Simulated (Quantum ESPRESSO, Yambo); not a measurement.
# CdS (Hawleyite): G0W0 with Yambo, start to end, part 2 of 3

Aim: the G0W0 gap of CdS (Hawleyite) on PBE, step by step.

Quantum ESPRESSO 7.5 and Yambo 5.3.0; PBE and many-body steps on it, plane waves. Known limits of the many-body steps: not at the basis limit; no spin-orbit coupling; coarse k mesh.

So far. Step 2 (Ground state): The gap is direct, at Γ. Step 3 (Bands along the symmetry lines): The gap is 1.052 eV, as in the run before at this level.

## Step 4: Empty states on the mesh, 4×4×4 mesh, 228 bands

Level of this step: DFT, PBE, plane waves, norm-conserving pseudopotentials (Quantum ESPRESSO).

The sums over transitions need many empty states on a uniform mesh; this step solves for them.

Contents of pw.in:

```
&control
  calculation = 'nscf'
  prefix = 'x'
  outdir = 'o'
  pseudo_dir = 'pseudo'
/
&system
  ibrav = 0
  nat = 2
  ntyp = 2
  ecutwfc = 94.0
  nbnd = 228
  force_symmorphic = .true.
/
&electrons
  conv_thr = 1e-9
  electron_maxstep = 80
  diago_full_acc = .true.
  diago_thr_init = 5e-6
/
ATOMIC_SPECIES
  Cd 112.41 Cd.upf
  S 32.06 S.upf
CELL_PARAMETERS angstrom
  -0.0000000000 2.9582000000 2.9582000000
  2.9582000000 -0.0000000000 2.9582000000
  2.9582000000 2.9582000000 -0.0000000000
ATOMIC_POSITIONS crystal
  Cd 0.0000000000 0.0000000000 0.0000000000
  S 0.2500000000 0.2500000000 0.2500000000
K_POINTS automatic
  4 4 4 0 0 0
```

Started as:

```bash
$ OMP_NUM_THREADS=1 mpirun -n 4 pw.x -nk 4 -in pw.in > pw.out
```

Output:

```text
[banner, memory and clock lines left out]
Program PWSCF v.7.5 starts

     Atomic positions and unit cell read from directory:
     o/x.save/

     Message from routine setup:
     using ibrav=0 with symmetry is DISCOURAGED, use correct ibrav instead

     G-vector sticks info

     bravais-lattice index     =            0
     lattice parameter (alat)  =       7.9057  a.u.
     unit-cell volume          =     349.3890 (a.u.)^3
     number of atoms/cell      =            2
     number of atomic types    =            2
     number of electrons       =        26.00
     number of Kohn-Sham states=          228
     kinetic-energy cutoff     =      94.0000  Ry
     charge density cutoff     =     376.0000  Ry
     Exchange-correlation= PBE
                           (   1   4   3   4   0   0   0)

     celldm(1)=   7.905719  celldm(2)=   0.000000  celldm(3)=   0.000000
     celldm(4)=   0.000000  celldm(5)=   0.000000  celldm(6)=   0.000000

     crystal axes: (cart. coord. in units of alat)
               a(1) = (  -0.000000   0.707107   0.707107 )
               a(2) = (   0.707107  -0.000000   0.707107 )
               a(3) = (   0.707107   0.707107  -0.000000 )

     reciprocal axes: (cart. coord. in units 2 pi/alat)
               b(1) = ( -0.707107  0.707107  0.707107 )
               b(2) = (  0.707107 -0.707107  0.707107 )
               b(3) = (  0.707107  0.707107 -0.707107 )
     Pseudo is Norm-conserving + core correction, Zval = 20.0
     Generated using ONCVPSP code by D. R. Hamann
     Using radial grid of 1368 points,  6 beta functions with:
     Pseudo is Norm-conserving + core correction, Zval =  6.0
     Generated using ONCVPSP code by D. R. Hamann
     Using radial grid of 1146 points,  6 beta functions with:
     Cd               20.00   112.41000     Cd( 1.00)
     S                 6.00    32.06000     S ( 1.00)

     24 Sym. Ops. (no inversion) found

   Cartesian axes

     site n.     atom                  positions (alat units)
         1        Cd     tau(   1) = (   0.0000000   0.0000000   0.0000000  )
         2        S      tau(   2) = (   0.3535534   0.3535534   0.3535534  )

     number of k points=     8
                       cart. coord. in units 2pi/alat
        k(    1) = (   0.0000000   0.0000000   0.0000000), wk =   0.0312500
        k(    2) = (   0.1767767   0.1767767  -0.1767767), wk =   0.2500000
        k(    3) = (  -0.3535534  -0.3535534   0.3535534), wk =   0.1250000
[...]
k(    7) = (  -0.7071068   0.0000000   0.0000000), wk =   0.0937500
        k(    8) = (  -0.7071068   0.3535534   0.0000000), wk =   0.1875000

     Dense  grid:    43143 G-vectors     FFT dimensions: (  50,  50,  50)

     The potential is recalculated from file :
     o/x.save/charge-density

     Starting wfcs are   14 randomized atomic wfcs +  214 random wfcs

     Band Structure Calculation

     End of band structure calculation

          k = 0.0000 0.0000 0.0000 (  5329 PWs)   bands (ev):

   -94.8936 -55.9566 -55.9566 -55.9566  -5.7203  -1.1874  -1.1874  -1.1874
    -0.7645  -0.7645   6.3926   6.3926   6.3926   7.4443  12.9289  12.9289
    12.9289  17.6051  17.7127  17.7127  19.5739  19.5739  19.5739  21.7677
[...]
[... 17 further rows ...]
[...]
148.9408 149.7502 149.8742 149.8742

          k = 0.1768 0.1768-0.1768 (  5357 PWs)   bands (ev):

[...]
[... 17 further rows ...]
[...]
147.0864 148.8055 148.8055 149.1428

          k =-0.3536-0.3536 0.3536 (  5396 PWs)   bands (ev):

[...]
63.8868  65.6122  65.7160  65.7160  66.1049  66.1049  67.1490  67.7629
     [... 17 further rows ...]
   142.8253 142.8253 144.8675 144.8675 145.1590 145.3482 146.0041 146.0041
   146.4596 146.4838 146.4838 147.3847

          k = 0.3536 0.0000 0.0000 (  5353 PWs)   bands (ev):

     [... further k-points ...]

     highest occupied, lowest unoccupied level (ev):     6.3926    7.4443

     XML data file, pseudopotentials, collected wavefunctions
```

It took 57 s on 4 MPI ranks of AMD EPYC 7571, shared host; peak memory 0.66 GiB.

This step gave:

```yaml
gap: 1.052 eV
k_of_the_valence_top: 0, 0, 0
k_of_the_conduction_bottom: 0, 0, 0
least_direct_gap: 1.052 eV
k_points_computed: 8
lowest_point_of_the_top_converged_band_above_the_valence_top: 140.8626 eV
```

On this mesh the gap is 1.052 eV.

## Step 5: Conversion and set-up

This step: Yambo 5.3.0; conversion and set-up on PBE, plane waves, norm-conserving pseudopotentials.

The states are converted to the many-body program's format and the q mesh is built.

Started as:

```bash
$ (cd o/x.save; p2y > p2y.log; mv SAVE ../..); yambo > setup.log
```

Output:

```text
 Yambo, version 5.3.0

 [02] CORE Variables Setup
 =========================

  [02.01] Unit cells
  ==================

  Cell kind             :  FCC
  Atoms in the cell     :  Cd  S
  number of Cd atoms    :  1
  number of S  atoms    :  1

  List of atomic masses
  Mass of Cd    :  112.4100
  Mass of S     :  32.06000

  List of atomic coordinates    : [cc]
  Cd1       :  0.000000  0.000000  0.000000  order 1
  S1       :  2.795094  2.795094  2.795094  order 2

  Alat factors          :  5.590188  5.590188  5.590188 [a.u.]
  Direct lattice volume :  349.3890 [a.u.]
  Direct lattice vectors:  A[ 1 ]  A[ 2 ]  A[ 3 ]
   A[ 1 ]: -0.000000  1.000000  1.000000  [iru]
  -0.000000  5.590188  5.590188  [cc]
   A[ 2 ]:  1.000000 -0.000000  1.000000  [iru]
   5.590188 -0.000000  5.590188  [cc]
   A[ 3 ]:  1.000000  1.000000 -0.000000  [iru]
   5.590188  5.590188 -0.000000  [cc]

  Recip. lattice volume :  0.709954 [a.u.]
  Recip. lattice vectors:  B[ 1 ]  B[ 2 ]  B[ 3 ]
   B[ 1 ]: -0.500000  0.500000  0.500000  [iku]
  -0.561983  0.561983  0.561983  [cc]
   B[ 2 ]:  0.500000 -0.500000  0.500000  [iku]
   0.561983 -0.561983  0.561983  [cc]
   B[ 3 ]:  0.500000  0.500000 -0.500000  [iku]
   0.561983  0.561983 -0.561983  [cc]

  [02.02] Symmetries
  ==================

  Inversion symmetry    : yes
  Spatial inversion     : no
  Inversion index       :  25
  K-space Time-reversal : yes
  Magnetic symmetries   : no
  Time-reversal derived K-space symmetries:   25   48
  Group table correct   : yes
  Symmetries units      :  [cc]

   [S  1]:   1.0000      0.32039E-16  0.32039E-16  0.32039E-16   1.0000     -0.32039E-16 -0.32039E-16 -0.32039E-16   1.0000
   [S  2]:  -1.0000     -0.32039E-16  0.32039E-16 -0.32039E-16  -1.0000     -0.32039E-16  0.32039E-16  0.32039E-16   1.0000
   [S  3]:  -1.0000      0.32039E-16 -0.32039E-16 -0.32039E-16   1.0000      0.32039E-16  0.32039E-16 -0.32039E-16  -1.0000
[...]
[S  9]:  0.32039E-16   1.0000      0.32039E-16 -0.32039E-16  0.32039E-16   1.0000       1.0000     -0.32039E-16 -0.32039E-16
   [S 10]:  0.32039E-16  -1.0000     -0.32039E-16 -0.32039E-16 -0.32039E-16  -1.0000       1.0000      0.32039E-16  0.32039E-16
     [... 36 further rows ...]
   [S*47]:   1.0000      0.32039E-16 -0.32039E-16  0.32039E-16 -0.32039E-16  -1.0000     -0.32039E-16   1.0000      0.32039E-16
   [S*48]:   1.0000     -0.32039E-16  0.32039E-16  0.32039E-16  0.32039E-16   1.0000     -0.32039E-16  -1.0000     -0.32039E-16

  [02.03] Reciprocal space
  ========================

  nG shells         :   399
  nG charge         :   43143
  nG WFs            :   6399
  nC WFs            :   5410
  G-vecs. in first 39 shells:  [ Number ]
     1    9   15   27   51   59   65   89  113
    137   169   181   229   259   283   307   331   339
    387   411   459   531   537   561   609   645   701
[...]
1139  1211  1243
  ...
[...]
K/Q-points units:
  rlu = crystal or reduced units; cc = cartesian coordinates; iku = interal k-units

  K [1]          [rlu]:  0.000000  0.000000  0.000000
         WF components:   5329
  K [2]          [rlu]:  0.70443E-17 -0.68335E-17  0.25000
         WF components:   5357
  K [3]          [rlu]: -0.14089E-16  0.13667E-16 -0.50000
         WF components:   5396
  K [4]          [rlu]:  0.27530E-17  0.25000      0.25000
         WF components:   5353
  K [5]          [rlu]: -0.19500E-16  0.25000     -0.50000
         WF components:   5369
  [... 2 further k-points ...]
  K [8]          [rlu]:  0.250000 -0.500000 -0.250000
         WF components:   5400

  [02.05] Energies & Occupations
  ==============================

  [X] === General ===
  [X] Electronic Temperature                        :  0.000000  0.000000 [eV K]
  [X] Bosonic    Temperature                        :  0.000000  0.000000 [eV K]
  [X] Finite Temperature mode                       : no
  [X] El. density                                   :  0.50218E+24 [cm-3]
  [X] Fermi Level                                   :  6.392592 [eV]

  [X] === Gaps and Widths ===
  [X] Conduction Band Min                           :  1.051727 [eV]
  [X] Valence Band Max                              :  0.000000 [eV]
  [X] Filled Bands                                  :  13
  [X] Empty Bands                                   :   14  228
  [X] Direct Gap                                    :  1.051727 [eV]
  [X] Direct Gap localized at k                     :  1
  [X] Indirect Gap                                  :  1.051727 [eV]
  [X] Indirect Gap between kpts                     :  1  1
  [X] Last valence band width                       :  2.037138 [eV]
  [X] 1st conduction band width                     :  4.188151 [eV]

  E @ K [1]:  [eV]
  -101.2862  -62.3491  -62.3491  -62.3491  -12.1129   -7.5799   -7.5799   -7.5799
   -7.1571      -7.1571     -0.42780E-09 -0.28094E-09   0.0000       1.0517       6.5363       6.5363
    6.53629  11.21246  11.32010  11.32010  13.18130  13.18130  13.18130  15.37508
[...]
occ @ K [1]
[...]
E @ K [2]:  [eV]
[...]
occ @ K [2]
[...]
E @ K [3]:  [eV]
[...]
occ @ K [3]
[...]
E @ K [4]:  [eV]
[...]
occ @ K [4]
[...]
E @ K [5]:  [eV]
[...]
occ @ K [5]
[...]
[... 2 further k-points ...]
  E @ K [8]:  [eV]
[...]
occ @ K [8]
[...]
0.000000  0.000000  0.000000  0.000000  0.000000  0.000000  0.000000  0.000000
   0.000000  0.000000  0.000000  0.000000  0.000000  0.000000  0.000000  0.000000

 [03] Transferred momenta grid and indexing
 ==========================================

 IBZ Q-points                                      :   8
 BZ  Q-points                                      :   64

 K/Q-points units:
 rlu = crystal or reduced units; cc = cartesian coordinates; iku = interal k-units

 Q [1]          [rlu]:  0.000000  0.000000  0.000000
 Q [2]          [rlu]:  0.70443E-17 -0.68335E-17  0.25000
 Q [3]          [rlu]: -0.14089E-16  0.13667E-16 -0.50000
[...]
Q [7]          [rlu]: -0.55061E-17 -0.50000     -0.50000
 Q [8]          [rlu]:  0.250000 -0.500000 -0.250000

  [03.01] X indexes
  =================

   [03.01.01] Sigma indexes
   ========================

 [06] Game Over & Game summary
```

Wall time 6 s (1 MPI rank); peak memory 0.26 GiB.

(Part 2 of 3 ends here.)

[Paths, hosts, dates, memory and timing lines, banners, echoed tables and standing remarks are left out of the program output.]

[Logs are printed without paths, hosts, clocks, repeated set-up lines and the standing remarks that a program may print on its own settings, such as how far it seeks lower states.]

[Runs of the session that timed out or met a known fault of the program may be left out.]

[Hosts, paths, dates, database ids (printed as entryN), source tags and the programs' standing remarks are cut or masked in the printed files.]
